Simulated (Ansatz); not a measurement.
**InSe: from the start to rest**

The start is InSe, a crystal from a database, its volume scaled a little. Where does it settle when we relax the atoms in a fixed cell, and what is it like there?

The COD entry's cell or inner coordinates are ideal or old and differ from later refinements, so a difference from it is no clean test against experiment.

Method: DFT, r2SCAN, no spin polarisation, plane waves, PAW, in Ansatz 0.2.0.

### Step 1. The cell

It takes space group R3m (No. 160, trigonal). The conventional cell has a = 4.060 Å, b = 4.060 Å, c = 25.701 Å, α = 90.00°, β = 90.00°, γ = 120.00°. Around Se (site symmetry 3m) lie 3 In at 2.68 Å. Se (site symmetry 3m) is surrounded by 3 In at 2.67 Å. In (site symmetry 3m) has 3 Se at 2.68 Å and 1 In at 2.86 Å as nearest neighbours. In (site symmetry 3m) is surrounded by 3 Se at 2.67 Å and 1 In at 2.86 Å.

In its conventional cell, by symmetry (the run takes the cell typed in the input):

```cif
data_structure
_symmetry_space_group_name_H-M 'R3m:H'
_symmetry_Int_Tables_number 160
_cell_length_a 4.0602
_cell_length_b 4.0602
_cell_length_c 25.7013
_cell_angle_alpha 90.000
_cell_angle_beta 90.000
_cell_angle_gamma 120.000
_cell_volume 366.93
loop_
_atom_site_label
_atom_site_type_symbol
_atom_site_symmetry_multiplicity
_atom_site_Wyckoff_symbol
_atom_site_fract_x
_atom_site_fract_y
_atom_site_fract_z
_atom_site_occupancy
Se1 Se 3 a 0.33333 0.66667 0.05017 1
Se2 Se 3 a 0.00000 0.00000 0.17190 1
In1 In 3 a 0.00000 0.00000 0.00000 1
In2 In 3 a 0.66667 0.33333 0.22193 1
```

The first density is read from a saved solution for the starting cell.

### Step 2. Relaxing

File input.yaml:

```yaml
crystal:
  lattice:
    - [2.0301169, 1.17208799, 8.56709334]
    - [-2.0301169, 1.17208799, 8.56709334]
    - [0.0, -2.34417599, 8.56709334]
  atoms:
    - { symbol: Se, position: [0.6165, 0.6165, 0.6165] }
    - { symbol: Se, position: [0.8281, 0.8281, 0.8281] }
    - { symbol: In, position: [0.0, 0.0, 0.0] }
    - { symbol: In, position: [0.1114, 0.1114, 0.1114] }
  symmetry: { tolerance: 0.0003 }
kpoints:
  mp_grid: { grid: [6, 6, 6], shift: [0, 0, 0] }
magnetization:
  spin_polarized: false
scf:
  occupations: { method: fermi_dirac }
  lower_state_search: "off"
hamiltonian:
  pseudopotentials: { kind: paw }
  xc: r2scan
basis:
  ecutwfc: 500
  fft_grid_basis: typed
relax:
  max_steps: 60
  f_tol: 0.03
output:
  forces: true
  stress: true
  eigenvalues: true
  bader: true
  populations: true
  elf: true
  write_potential: true
  volumetric_format: npy
  dos:
    e_range: [-12, 8]
    de: 0.05
    projected: { site_lists: { In: [In], Se: [Se] } }
  write_density: true
checkpoint:
  read: saved_state
```

The run is started by

```console
> ansatz run input.yaml --threads 2 --pin off --max-ram 2560MiB --backend cpu --events-out ev --progress --plain --runs-dir out
```

What it wrote, shortened:

```text
Warning: crystal.lattice misses the space group found at crystal.symmetry.tolerance 3.0e-4 in a digit that the deck types, which is why this is a warning: making the lattice exact moves one of its numbers by a whole unit of that number's last typed decimal, or more. The operation that it [...]
Warning: output.stress: scf.convergence.dr2_threshold = 1e-7 eV (the SCF's general default) is looser than the 4e-10 eV advised for a printed stress (1e-10 eV for each atom of the cell: 4). What an SCF threshold leaves in a stress goes as its square root, and in the free energy as the [...]
Warning: RAYON_NUM_THREADS=2 ignored (pool sized by the plan → 2); use --threads N
[...]
Pseudopotentials: kind: paw
Pseudopotential: Se, paw, valence charge 16, recommended cutoff 500 eV (meta_gga), Se.paw.azcp
Pseudopotential: In, paw, valence charge 13, recommended cutoff 500 eV (meta_gga), In.paw.azcp
Functional definition: r2SCAN
[...]
Crystal: 4 atoms, lattice volume = 122.311 Å³
Basis set: ecut = 500 eV, 3139 PW (Γ), exchange–correlation on 288×288×288 points (64 copies of the dense FFT grid, shifted against one another)
Bands: 35, of which v1, the nominal top of the filled ones, is band 29 counted from 1 (28 counted from 0)
Symmetry: 6 space group operations
Space group: R3m (ITA 160), of the structure as read, at distance tolerance 1.5e-3 Å
k-points: 32 of 216 (time reversal used)
[...]
SCF iter   1: F=-22182.585520 eV  HF=-22182.582974 eV  |F-HF|=2.55e-3  |Δ(HF+E_count)|=         —  Δρ=4.73e-4  dr2=1.74e-4  dr2_τ=1.80e-4  ethr=4.03e-7  ⟨swp⟩=2.3  Hψ=6945  notcnv=0
[...]
relax step   1: F+E_penalty+E_count = -22182.58572757 eV  Δ(F+E_penalty+E_count) = +0.000e0 eV  max|allowed force component| = 3.130e-1 eV/Å  Δτ_max = 0.0000 Å  (5 SCF iters, accepted)
[...]
relax step   2: F+E_penalty+E_count = -22182.52152235 eV  Δ(F+E_penalty+E_count) = +6.421e-2 eV  max|allowed force component| = 7.061e-1 eV/Å  Δτ_max = 0.1949 Å  (7 SCF iters, dr2 threshold 6.12e-6 eV, rejected (line search))
[...]
SCF iter   2: F=-22182.602602 eV  HF=-22182.603708 eV  |F-HF|=1.11e-3  |Δ(HF+E_count)|=   9.05e-2  Δρ=3.25e-3  dr2=7.86e-3  dr2_τ=4.89e-4  ethr=1.10e-4  ⟨swp⟩=2.1  Hψ=2306  notcnv=0
```

### Step 3. The output, continued

Output, continued, shortened:

```text
SCF iter   3: F=-22182.604944 eV  HF=-22182.604571 eV  |F-HF|=3.73e-4  |Δ(HF+E_count)|=   8.62e-4  Δρ=9.58e-4  dr2=8.08e-4  dr2_τ=6.39e-5  ethr=1.35e-5  ⟨swp⟩=2.0  Hψ=2188  notcnv=0
[...]
relax step   3: F+E_penalty+E_count = -22182.60527202 eV  Δ(F+E_penalty+E_count) = -1.954e-2 eV  max|allowed force component| = 2.318e-1 eV/Å  Δτ_max = 0.0967 Å  (8 SCF iters, accepted)
[...]
relax step   4: F+E_penalty+E_count = -22182.61038185 eV  Δ(F+E_penalty+E_count) = -5.110e-3 eV  max|allowed force component| = 3.932e-2 eV/Å  Δτ_max = 0.0199 Å  (5 SCF iters, dr2 threshold 3.36e-6 eV, accepted)
[...]
relax step   5: F+E_penalty+E_count = -22182.61049213 eV  Δ(F+E_penalty+E_count) = -1.103e-4 eV  max|allowed force component| = 1.049e-3 eV/Å  Δτ_max = 0.0032 Å  (5 SCF iters, accepted)
[...]
--- Relaxed structure (5 steps of the walk, 4 accepted, 0 SCFs on fresh bases) ---
  F+E_penalty+E_count = -22182.61049213 eV   max|allowed force component| = 1.049e-3 eV/Å
  atoms:
    - { symbol: Se, position: [0.6194133267871035, 0.6194133267871035, 0.6194133267871036] }
    - { symbol: Se, position: [0.8252553500757961, 0.8252553500757961, 0.8252553500757963] }
    - { symbol: In, position: [0.0012707833694145139, 0.0012707833694145139, 0.0012707833694145152] }
    - { symbol: In, position: [0.11006053976768575, 0.11006053976768575, 0.11006053976768576] }
--- Löwdin populations: 4 sites ---
  site symbol       q [e]
     0     Se     16.2327
     1     Se     16.2289
     2     In     12.7130
     3     In     12.7125
  spilling = 0.001948 (of n_electrons = 58.000000)
--- Bader charges: 4 sites ---
  site symbol  charge [e]  shift [e]
     0     Se     -0.7726     0.0019
     1     Se     -0.7730     0.0019
     2     In      0.7732     0.0019
     3     In      0.7724     0.0019
  estimated error of the sums over rays = 1.9e-4 e
```

It took 5 min on 2 threads of Arm Neoverse N1, shared host; peak memory 2.1 GiB.

Step by step:

| step | energy from step 1 (eV/cell) | largest force component (eV/Å) |
| --- | --- | --- |
| 1 | 0.0000 | 0.3130 |
| 2x | 0.0642 | 0.7061 |
| 3 | -0.0195 | 0.2318 |
| 4 | -0.0247 | 0.0393 |
| 5 | -0.0248 | 0.0010 |

Step 1 is the start. 1 step was tried and not accepted (marked x).

The largest move, 0.07 Å, is shared by several atoms, Se1 among them.

### Step 4. States by energy

States per cell by energy window, from dos.tsv and pdos.tsv (tetrahedra; eV from the Fermi level):

| from | to | total | In s | In p | Se p |
| --- | --- | --- | --- | --- | --- |
| -7.0 | -6.0 | 2.02 | 1.05 | 0.24 | 0.61 |
| -6.0 | -5.0 | 1.43 | 0.45 | 0.16 | 0.75 |
| -5.0 | -4.0 | 0.78 | 0.17 | 0.10 | 0.45 |
| -4.0 | -3.0 | 3.52 | 0.09 | 0.92 | 2.43 |
| -3.0 | -2.0 | 4.04 | 0.06 | 0.66 | 3.24 |
| -2.0 | -1.0 | 2.01 | 0.16 | 0.53 | 1.27 |
| -1.0 | 0.0 | 0.19 | 0.01 | 0.03 | 0.14 |
| 0.0 | 1.0 | 0.01 | 0.00 | 0.00 | 0.00 |
| 1.0 | 2.0 | 2.05 | 0.51 | 0.66 | 0.66 |
| 2.0 | 3.0 | 1.94 | 0.63 | 0.60 | 0.55 |
| 3.0 | 4.0 | 2.06 | 0.11 | 1.29 | 0.31 |

On the mesh the valence top lies at -0.42 eV and the conduction bottom at 0.36 eV on this scale.

### Step 5. Atomic charges

Gathered by element (positive charge: electrons given up): Löwdin charges also hold the electrons that the projection spills.

| element | atoms | Bader charge (e) | Bader volume (Å³) | Löwdin charge (e) |
| --- | --- | --- | --- | --- |
| Se | 2 | -0.77 | 36.0 to 36.1 | -0.23 |
| In | 2 | +0.77 | 24.9 to 25.0 | +0.29 |

The Löwdin projection spills 0.2 % of the electrons and depends on the orbitals chosen; where it disagrees with Bader's partition, neither is an observable.

### Step 6. Fields in real space

Maps in the plane spanned by b and c at height 0.619 along a (axes of the input's cell), one cell: b runs left to right (26 points from zero), c bottom to top (26 points), 26° apart. Inside the augmentation spheres the fields are the smooth ones.

Valence density. Ten steps from '0' (0.01 e/Å³) to '9' (43.10 e/Å³), finer at the low end (step k begins (100^(k/10) - 1)/99 of the way up):
```
00000000000000000000112321
10000000011000000000011232
21000000011110000000001123
22100000011211000000000112
22110000011222100000000011
11110000001244210000000001
01111000000136631000000000
00111000000124874100000000
00000000000012698410000000
00000000000001269841000000
00000000000000136973100000
00000000000000012686210000
00000000000000001246421000
00000000000000000123421100
00000000000000000011222100
00000000000000000000111110
00000000000000000000011110
00000000000000000000000000
00000000000000000000000000
00000000000000000000000000
00000000000000000000000000
00000000000000000011000000
00000000000000000011110000
00000000000000000011111000
00000000000000000001122100
00000000000000000000122210
```

ELF. Ten even steps from '0' (0.01) to '9' (0.87):
```
97100246765420000014789899
99600147788752000002578989
99850026888876310000257898
99984005889888631000025789
88887201799988874100002578
88888610289987887410000257
78888740049996578741000024
46787762006998337874100001
13577764101899712687410000
01346654200289961278741000
00123443200039996137873100
00001232200003999735886300
00000111100000399986788620
10000011100000038999888752
21111111000000002899998874
31111111100000000169999885
42122221110000000004898886
42222222111011222100278877
53222222211111234420015676
43212222221111345664100244
22111222221101246777620012
00111122221100136778874000
00001112221100024788888500
00001122211100013578889861
10000233221100001368889997
71000245443210000147889999
```

Atoms within 0.2 Å of the plane, in fractions of b and c: Se at (0.62, 0.62).

Along short contacts, where the density is least:

| contact | length (Å) | minimum at (fraction) | density (e/Å³) | ELF |
| --- | --- | --- | --- | --- |
| Se1–In3 | 2.655 | 0.53 | 0.385 | 0.40 |
| In3–In4 | 2.796 | 0.50 | 0.343 | 0.60 |

```
fraction  Se1–In3  In3–In4
     0.2     4.83     3.91
     0.3     1.08     1.06
     0.4    0.585     0.43
     0.5    0.399    0.343
     0.6    0.454     0.43
     0.7     1.27     1.06
     0.8     4.41     3.91
```

(Smooth valence density in e/Å³ at fractions of each contact.)

### Step 7. What came out

```
                            quantity                 value
                               moves                     3
                       energy gained          6.2 meV/atom
                        largest move           0.07 Å (Se)
space group (0.01 Å), before / after             R3m / R3m
     pressure left in the fixed cell              -0.1 GPa
                          gap (mesh)       0.78 eV, direct
                       Bader charges  Se -0.77, In +0.77 e
```

What this shows: In the fixed cell the largest move of an atom is 0.07 Å; the energy fell by 6.2 meV per atom. The run held to 6 symmetry operations, so a lower structure without them is not ruled out. There is a gap of 0.78 eV, direct at the points sampled. Gaps from semilocal functionals tend to lie below the measured ones. In loses most charge (+0.77 e on average) and Se gains most (-0.77 e).

Limits of this run: the SCF threshold is loose for a stress.
